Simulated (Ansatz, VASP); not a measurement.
Given: the input of a run of VASP 6.6.1 on Si.

Contents of INCAR:

```
  ALGO = Normal
  EDIFF = 1E-6
  EDIFFG = -0.02
  ENCUT = 600
  IBRION = 2
  ISIF = 3
  ISMEAR = -1
  LASPH = True
  LCHARG = False
  LMIXTAU = True
  LREAL = False
  LWAVE = False
  METAGGA = R2SCAN
  NELM = 60
  NSW = 40
  PREC = Accurate
  SIGMA = 0.05
```

KPOINTS

```
k-points
0
Gamma
  12 12 11
```

The input POSCAR:

```
Si
1.0
    2.6205428149      0.0000000000      0.0000000000
   -1.3102714075      2.2694566494      0.0000000000
    0.0000000000      0.0000000000      2.4663543900
Si
1
Direct
    0.0000000000      0.0000000000      0.0000000000
```

Potentials or basis: VASP PAW PBE potentials, release 64 (Si).

The run is started by

```bash
$ cat potpaw_PBE.64/Si/POTCAR > POTCAR
$ mpirun -np 1 vasp_std > vasp.out
```

**Question.** Set up the same calculation for Ansatz 0.2.0. Potentials there: Ansatz PAW.

**Answer.** As run (the cutoff follows the program's own potentials):

File input.yaml:

```yaml
crystal:
  lattice:
    - [2.6205428149, 0.0, 0.0]
    - [-1.3102714075, 2.2694566494, 0.0]
    - [0.0, 0.0, 2.46635439]
  atoms:
    - { symbol: Si, position: [0.0, 0.0, 0.0] }
hamiltonian:
  xc: r2scan
  pseudopotentials: { kind: paw }
kpoints:
  mp_grid: { grid: [12, 12, 11] }
scf:
  occupations: { method: fermi_dirac, width: 0.05 }
output:
  forces: true
  stress: true
  eigenvalues: true
relax:
  f_tol: 0.01
  max_steps: 40
  cell: { stress_tol: 0.05 }
```

Potentials or basis: Ansatz PAW.

The run is started by

```sh
$ ansatz run input.yaml --threads 2 --pin off --max-ram 5632MiB --backend cpu --events-out ev --progress --plain --runs-dir out
```

Both were run:

|  | VASP | Ansatz | Ansatz less VASP |
| --- | --- | --- | --- |
| gap on the k mesh at the Fermi level, each at its own relaxed structure (eV) | none | none | - |
| relaxed volume (Å³/atom) | 14.88 | 14.89 | +0.005 |
| relaxed cell length with the largest relative difference (Å) | 2.499 | 2.499 | +0.0004 |
| energy change over the relaxation (meV/atom) | -3 | -3 | -0.2 |

A gap of «none» marks a metal or a gap that the smearing closes.

Caveats: the PAW data sets were made with another functional, which shifts forces and pressure a little (VASP); the plane-wave basis is chosen anew once the cell has moved, so the energies of steps on either side of that aren't comparable (Ansatz); the PAW data sets come from PBE, with cores solved anew for the run's functional, which leaves a small shift of forces and pressure (Ansatz).
